A reversed pair in a smooth strain scan

The finding

Compressing this crystal costs more energy than stretching it by the same amount, except at the smallest strain. At 1.5 % the order is reversed, and stretching is dearer by about 0.17 meV per atom. The cause lies in the row at zero strain: the starting cell is already under a slight tension, so the first step of compression is partly paid for in advance. Apart from this, the scan is smooth.

PtSe2 (CdI2 type, unstrained a = 3.724, c = 5.062 Å, not relaxed at this level) is strained along y, in the layer plane, with fractional coordinates fixed. The runs used Ansatz 0.2.0 with plane-wave PAW, scalar-relativistic LDA, no spin polarisation, a 420 eV cutoff, a 12×12×10 k mesh and 0.02 eV Fermi-Dirac smearing. Energies are free energies; pressure is positive in compression.

```
strain  energy change (meV/atom)  tensile stress along pattern (GPa)  pressure (GPa)
 -0.06                      65.1                              -18.56           10.64
-0.045                      35.1                              -13.15            7.41
 -0.03                      14.8                               -8.25            4.50
-0.015                       3.5                               -3.84            1.89
     0                       0.0                                0.11           -0.47
 0.015                       3.6                                3.66           -2.58
  0.03                      13.7                                6.84           -4.48
 0.045                      29.4                                9.67           -6.17
0.0525                      39.2                               10.97           -6.95
  0.06                      50.1                               12.18           -7.69
```

What is compared

The crystal is strained along one direction in the plane of its layers, while its width across that direction and its height along the layer normal are held fixed. The atoms follow the cell and are not allowed to settle. The energy change is counted from the row at zero strain, and a positive tensile stress means that the crystal pulls inward. Four sizes of strain occur with both signs; the row at 0.0525 has no partner. The unstrained cell has space group P-3m1; every strained row has the lower symmetry C2/m.

In the printed table the reversal is 3.6 against 3.5 meV per atom, a difference of one unit in the last digit. That alone would not deserve an explanation. The same runs give the energies with more digits, 3.64 for stretching and 3.47 for compression, and extrapolating them to zero smearing leaves the order unchanged.

The physical picture

Picture the energy as a valley with one steep wall and one gentle wall. Compression climbs the steep wall, because atoms pushed together repel each other ever more strongly. Stretching climbs the gentle wall, because bonds that are pulled out resist less and less. The stress column shows this change of resistance: the stress gained per unit of strain falls from 361 GPa between the two most compressed rows to 161 GPa between the two most stretched.

A walk that starts exactly at the bottom of such a valley always finds the steep wall dearer. Here the walk starts slightly to one side, on the gentle wall. A step towards compression first goes downhill, while a step towards stretching goes uphill from the start.

Two limits show which influence wins. For a very small step the walls hardly differ, and the slope under the starting point decides, however slight it is. For a large step that slope hardly matters, and the shape of the walls decides. Somewhere between the two the order must turn over.

From stress to energy

Only one length of the cell changes, so the area on which the stress acts stays constant. The energy E per atom then grows with the strain e as

dE/de = V s

where V is the volume per atom at zero strain and s is the tensile stress along the pattern. A smooth stress curve can be written as

s = s₀ + C e + D e² + F e³

Here s₀ is the tension left at zero strain, C is the stiffness there, and a negative D means that the stiffness falls on stretching. F is a small correction to the shape of the curve. Integrating the stress gives the energy, and subtracting the cost of stretching from the cost of compression removes the terms in C and F:

E(−e) − E(+e) = −2V (s₀ e + D e³/3)

The first term is the slope under the starting point and the second is the difference between the walls. One grows in proportion to the strain and the other with its cube, which is why the leftover tension reverses the order only in the smallest pair.

The estimate at 1.5 %

The volume of 20.27 Å³ per atom converts stress into energy. Since 1 eV/Å³ is 160.2 GPa, V is 20.27/160.2 = 0.1265 eV, or 126.5 meV, per atom for each GPa.

The tension at zero strain is 0.11 GPa. Its share of the difference is

−2 × 126.5 × 0.11 × 0.015 = −0.42 meV per atom

The fit to the stresses gives D = −918 GPa. The share of the falling stiffness is

+2 × 126.5 × 918 × 0.015³/3 = +0.26 meV per atom

The sum is −0.16 meV per atom, and the computed energies give −0.17. The leftover tension therefore outweighs the difference between the walls, though not by much. If its work is taken out of the computed energies, compression becomes the dearer direction at 1.5 % as well.

At 3 % the first share has doubled while the second has grown eightfold, and the usual order is back. The two shares cancel where e² = 3s₀/|D|, which is at a strain of about 1.9 %. No row lies there, so this turning point is an interpolation.

How far the model can be trusted

The curve was fitted to the stresses of all ten rows, including the pair worked above; the energies were not used. Integrated, it reproduces every energy to within 0.04 meV per atom, on a scale that reaches 65. For the reversed pair it gives −0.18 meV per atom, slightly more than the sum above because the fitted tension at zero strain is a little higher than the one computed there. The printed output after this text gives the details.

Stress and energy come from the same calculation and ought to agree, so this shows consistency, not accuracy against nature. It does speak against numerical scatter as the cause. The energies at 1.5 and 3 % alone, without any stress, also imply a tension of 0.11 GPa at zero strain. How the result would change with a denser k mesh was not tested.

Why the tension is there

The cell was not relaxed with this functional before the scan, so it need not sit at the bottom of the valley. The distance is tiny: along this pattern the stress would vanish at a compression of about 0.04 %, and going there would gain only 0.003 meV per atom. Such an error looks harmless, yet it shifts the comparison at 1.5 % by 0.42 meV per atom, because the work of the leftover tension grows with every further step.

The selenium atoms, too, are not at rest in the starting cell. Each is pushed along the layer normal by a force of 0.16 eV/Å. When the crystal is stretched by 1.5 %, this push along the normal almost vanishes, though a force of 0.06 eV/Å within the plane appears. The height of these atoms and the in-plane strain are thus coupled, and letting the atoms follow the force would be expected to raise the in-plane tension. The value of 0.11 GPa, and with it the tiny distance to the bottom of the valley, belongs to this fixed geometry. The PAW datasets were made for PBE and not for LDA, which can also shift so small a stress. The table cannot tell how much of the tension comes from the functional, how much from the datasets and how much from the geometry supplied.

The pressure column is a poor guide

The row at zero strain has a pressure of −0.47 GPa, a mean tension about four times the one used above. Put into the formula, it would predict a reversal of 1.5 meV per atom, roughly nine times too large. Most of that tension acts across the layers, in a direction whose length is not changed here, and so it does no work. What counts is the stress along the direction that is being strained.

What this means for a stiffness

Someone who needs only a stiffness may take a single strained row and set its energy equal to V C e²/2. At 1.5 % this gives 244 GPa from the compressed row (2 × 3.466/(126.5 × 0.015²)) and 255 GPa from the stretched one (2 × 3.636/(126.5 × 0.015²)). Neither is right, because each contains the work of the leftover tension and half of the difference between the walls.

Averaging the two signs removes both errors at once. The four pairs then give between 249 and 253 GPa, in line with the slope of 250 GPa from the stress fit. This is the stiffness for fixed width, fixed height and atoms that merely follow the cell; letting the atoms settle would be expected to lower it. It is not Young's modulus, for which the sides must be free to contract.

The same reasoning carries over to other scans that start from an unrelaxed cell. A leftover tension makes small compressions look cheap, and four times the tension would double the strain at which the order turns over. A leftover compression would act the other way and make the usual asymmetry look too strong at small strain.

Where a real break would be expected

A break in the material itself would appear in the stress and not only in the order of two energies. The clearest sign would be a maximum, beyond which further stretching needs less force. At 6 % the stress is still rising, so the scan does not reach such a maximum. Whether the crystal would become unstable sooner in some other way, such as by shear, was not tested. A sudden rearrangement of the atoms would make the stress jump, but atoms that are held to the motion of the cell cannot rearrange. The smoothness seen here therefore does not show that atoms free to settle would respond as smoothly.

Output of the analysis:

```
fit of t on 10 rows: constant 0.117 +/- 0.0034, coefficient of strain 250 +/- 0.15, coefficient of strain**2 -917.5 +/- 1.6, coefficient of strain**3 1736 +/- 52; rms 0.00514, worst 0.06 0.00745, leave-one-out rms 0.00964
energies in meV/atom and stiffness in GPa:
     row  computed  from_stress_fit  without_linear_work  slope_from_row_before
   -0.06     65.07            65.11                65.91                    n/a
  -0.045     35.08            35.11                 35.7                  360.7
   -0.03     14.85            14.88                15.27                  326.7
  -0.015     3.466            3.469                3.675                    294
     0.0         0                0                    0                  263.3
   0.015     3.636            3.652                3.427                  236.7
    0.03     13.65            13.68                13.23                    212
   0.045     29.37            29.39                28.74                  188.7
  0.0525     39.17            39.18                38.44                  173.3
    0.06     50.15            50.17                49.32                  161.3
residual tension along the pattern at zero strain, GPa: 0.11
the same from the energies at 1.5 and 3 % alone, GPa: 0.1124
compression less stretching at 1.5 %, computed, meV/atom: -0.1697
compression less stretching at 3 %, computed, meV/atom: 1.203
compression less stretching at 4.5 %, computed, meV/atom: 5.708
compression less stretching at 6 %, computed, meV/atom: 14.92
compression less stretching at 1.5 %, from stress fit, meV/atom: -0.1829
compression less stretching at 3 %, from stress fit, meV/atom: 1.201
compression less stretching at 6 %, from stress fit, meV/atom: 14.94
part of the 1.5 % difference from residual tension, meV/atom: -0.4175
part of the 1.5 % difference from falling stiffness, meV/atom: 0.2612
1.5 % difference if mean tension were used instead, meV/atom: -1.523
1.5 % difference at zero smearing, meV/atom: -0.1773
size of strain where the order turns over, %: 1.897
strain at which the stress vanishes, %: -0.044
energy gained by going there, meV/atom: 0.003062
largest miss of energies from the stress fit, meV/atom: 0.03692
```
